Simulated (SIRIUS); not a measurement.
# Nb (Fm-3m) in SIRIUS: equation of state, part 2 of 2

SIRIUS 7.10.0.

## Step 4: Single point, PBE, 18.54 Å³/atom (volume scaled by 0.98)

File sirius.json:

```json
{
  "control": {
    "processing_unit": "cpu",
    "verbosity": 2,
    "num_bands_to_print": 13,
    "print_forces": true,
    "print_stress": true
  },
  "parameters": {
    "electronic_structure_method": "pseudopotential",
    "xc_functionals": ["XC_GGA_X_PBE", "XC_GGA_C_PBE"],
    "gk_cutoff": 9.1,
    "pw_cutoff": 18.2,
    "ngridk": [11, 11, 11],
    "shiftk": [0, 0, 0],
    "smearing": "fermi_dirac",
    "smearing_width": 0.0018374661,
    "num_bands": 13,
    "num_mag_dims": 0,
    "num_dft_iter": 100,
    "energy_tol": 1e-08,
    "density_tol": 1e-06
  },
  "iterative_solver": {
    "type": "davidson",
    "min_tolerance": 1e-10
  },
  "mixer": {
    "type": "anderson",
    "beta": 0.7,
    "max_history": 8
  },
  "settings": {
    "tol_ne": 1e-10
  },
  "unit_cell": {
    "lattice_vectors": [
      [0.0, 0.707106781187, 0.707106781187],
      [0.707106781187, 0.0, 0.707106781187],
      [0.707106781187, 0.707106781187, 0.0]
    ],
    "lattice_vectors_scale": 5.6143514475,
    "atom_coordinate_units": "lattice",
    "atom_types": ["Nb"],
    "atom_files": {
      "Nb": "Nb.json"
    },
    "atoms": {
      "Nb": [
        [0.0, 0.0, 0.0]
      ]
    }
  }
}
```

On the command line:

```console
$ upf_to_json Nb.upf
$ OMP_NUM_THREADS=1 sirius.scf --input=sirius.json --output=out.json --task=0
```

Run time: 26 s. Hardware: 1 thread of Arm Neoverse V1, shared host; peak memory 0.28 GiB.

It converged, with:

```yaml
Free_energy: -1694.5641 eV
Pressure: 1.7 GPa
Band_gap_on_the_k_mesh: none (metal or under the smearing width)
```

## Step 5: Single point, PBE, 19.30 Å³/atom (volume scaled by 1.02)

sirius.json, as its differences from that of step 4:

```diff
@@ -41,3 +41,3 @@
     ],
-    "lattice_vectors_scale": 5.6143514475,
+    "lattice_vectors_scale": 5.6897208632,
     "atom_coordinate_units": "lattice",
```

On the command line:

```console
$ upf_to_json Nb.upf
$ OMP_NUM_THREADS=1 sirius.scf --input=sirius.json --output=out.json --task=0
```

Run time: 26 s. Hardware: 1 thread of Arm Neoverse V1, shared host; peak memory 0.28 GiB.

It converged, with:

* Free energy: -1694.5567 eV
* Pressure: -4.7 GPa
* Band gap on the k mesh: none (metal or under the smearing width)

## Step 6: Single point, PBE, 19.68 Å³/atom (volume scaled by 1.04)

sirius.json, as its differences from that of step 5:

```diff
@@ -41,3 +41,3 @@
     ],
-    "lattice_vectors_scale": 5.6897208632,
+    "lattice_vectors_scale": 5.7266681379,
     "atom_coordinate_units": "lattice",
```

Potentials or basis: PseudoDojo 0.4.1 PBE standard (scalar relativistic).

On the command line:

```console
$ upf_to_json Nb.upf
$ OMP_NUM_THREADS=1 sirius.scf --input=sirius.json --output=out.json --task=0
```

Wall time 26 s (1 thread of Arm Neoverse V1, shared host); peak memory 0.29 GiB.

Results (log left out):

| Property | Result |
| --- | --- |
| Free energy | -1694.5426 eV |
| Pressure | -7.4 GPa |
| Band gap on the k mesh | none (metal or under the smearing width) |

## Step 7: Single point, PBE, 20.06 Å³/atom (volume scaled by 1.06)

sirius.json, as its differences from that of step 6:

```diff
@@ -41,3 +41,3 @@
     ],
-    "lattice_vectors_scale": 5.7266681379,
+    "lattice_vectors_scale": 5.7631447145,
     "atom_coordinate_units": "lattice",
```

Potentials or basis: PseudoDojo 0.4.1 PBE standard (scalar relativistic).

On the command line:

```console
$ upf_to_json Nb.upf
$ OMP_NUM_THREADS=1 sirius.scf --input=sirius.json --output=out.json --task=0
```

Output:

```text
[info] SIRIUS version : 7.10.0
[info] number of MPI ranks           : 1
[info] MPI grid                      : 1 1
[info] maximum number of OMP threads : 1
[fft] FFT context for density and potential
[fft] =====================================
[fft]   comm size                             : 1
[fft]   plane wave cutoff                     : 18.2
[fft]   grid size                             : 36 36 36   total : 46656
[fft]   grid limits                           : -17 18   -17 18   -17 18
[fft]   number of G-vectors within the cutoff : 6902
[fft]   local number of G-vectors             : 6902
[fft]   number of G-shells                    : 404
[fft] FFT context for coarse grid
[fft] =====================================
[fft]   comm size                             : 1
[fft]   plane wave cutoff                     : 18.2
[fft]   grid size                             : 36 36 36   total : 46656
[fft]   grid limits                           : -17 18   -17 18   -17 18
[fft]   number of G-vectors within the cutoff : 6902
[fft]   local number of G-vectors             : 6902
[fft]   number of G-shells                    : 404
[unit cell] lattice vectors
[unit cell]   a1 :       0.0000000000      4.0751587086      4.0751587086
[unit cell]   a2 :       4.0751587086      0.0000000000      4.0751587086
[unit cell]   a3 :       4.0751587086      4.0751587086      0.0000000000
[unit cell] reciprocal lattice vectors
[... 366 lines left out ...]
[find] Free energy (E-TS)             :     -62.27254787 (Ha),    -124.54509574 (Ry)
[find] band gap (eV)                  :       0.00000000
[find] Efermi                         :       0.59586822
[ground_state] === stress tensor components [kbar] ===
[ground_state] === stress_kin ===
[ground_state] -26120.702089   -0.000000    0.000000
[ground_state]    -0.000000-26120.702089    0.000000
[ground_state]     0.000000    0.000000-26120.702089
[ground_state] === stress_har ===
[ground_state] -5879.448064   -0.000000   -0.000000
[ground_state]    -0.000000-5879.448064    0.000000
[ground_state]    -0.000000    0.000000-5879.448064
[ground_state] === stress_ewald ===
[ground_state] 34441.434784    0.000000   -0.000000
[ground_state]     0.00000034441.434784   -0.000000
[ground_state]    -0.000000   -0.00000034441.434784
[ground_state] === stress_vloc ===
[ground_state] 14266.964723    0.000000   -0.000000
[ground_state]     0.00000014266.964723   -0.000000
[ground_state]    -0.000000   -0.00000014266.964723
[ground_state] === stress_xc ===
[ground_state] -6693.597074   -0.000000    0.000000
[ground_state]    -0.000000-6693.597074    0.000000
[ground_state]     0.000000    0.000000-6693.597074
[ground_state] === stress_core ===
[ground_state] 13695.329536    0.000000    0.000000
[ground_state]     0.00000013695.329536   -0.000000
[ground_state]     0.000000   -0.00000013695.329536
[ground_state] === stress_nonloc ===
[ground_state] -23611.994669   -0.000000    0.000000
[ground_state]    -0.000000-23611.994669    0.000000
[ground_state]     0.000000    0.000000-23611.994669
[ground_state] === stress_us_nl ===
[ground_state] -23611.994669   -0.000000    0.000000
[ground_state]    -0.000000-23611.994669    0.000000
[ground_state]     0.000000    0.000000-23611.994669
[ground_state] === stress_total ===
[ground_state]    97.987146   -0.000000    0.000000
[ground_state]    -0.000000   97.987146    0.000000
[ground_state]     0.000000    0.000000   97.987146
[ground_state] ==== total Forces in Ha/bohr =====
[ground_state] atom:    0, force:       0.0000000      0.0000000      0.0000000
[ground_state] ==== ultrasoft contribution from Qij =====
[ground_state] atom:    0, force:       0.0000000      0.0000000      0.0000000
[ground_state] ==== non-local contribution from Beta-projector =====
[ground_state] atom:    0, force:       0.0000000      0.0000000      0.0000000
[ground_state] ==== contribution from local potential =====
[ground_state] atom:    0, force:       0.0000000      0.0000000      0.0000000
[ground_state] ==== contribution from core density =====
[ground_state] atom:    0, force:       0.0000000      0.0000000      0.0000000
[ground_state] ==== Ewald forces from ions =====
[ground_state] atom:    0, force:       0.0000000      0.0000000      0.0000000
[~DFT_ground_state] local op. applied: 21020
[~DFT_ground_state] evp. work count: 6178.63
[~DFT_ground_state] number of iterative solver steps: 1696
```

It took 26 s on 1 thread of Arm Neoverse V1, shared host; peak memory 0.29 GiB.

What came out:

```yaml
Free_energy: -1694.5224 eV
Pressure: -9.8 GPa
Band_gap_on_the_k_mesh: none (metal or under the smearing width)
```

## Step 8: Equation of state, PBE

Potentials or basis: PseudoDojo 0.4.1 PBE standard (scalar relativistic).

This step only gathers the single runs of the series.

What came out:

- Equilibrium volume: 18.73 Å³/atom
- Bulk modulus: 164 GPa
- Pressure derivative of the bulk modulus: 4.0

Energy against volume, from the lowest point:
| volume (Å³/atom) | energy (meV/atom) |
| --- | --- |
| 17.786 | 25.74 |
| 18.165 | 8.33 |
| 18.543 | 0.03 |
| 18.922 | 0.00 |
| 19.300 | 7.43 |
| 19.679 | 21.59 |
| 20.057 | 41.82 |
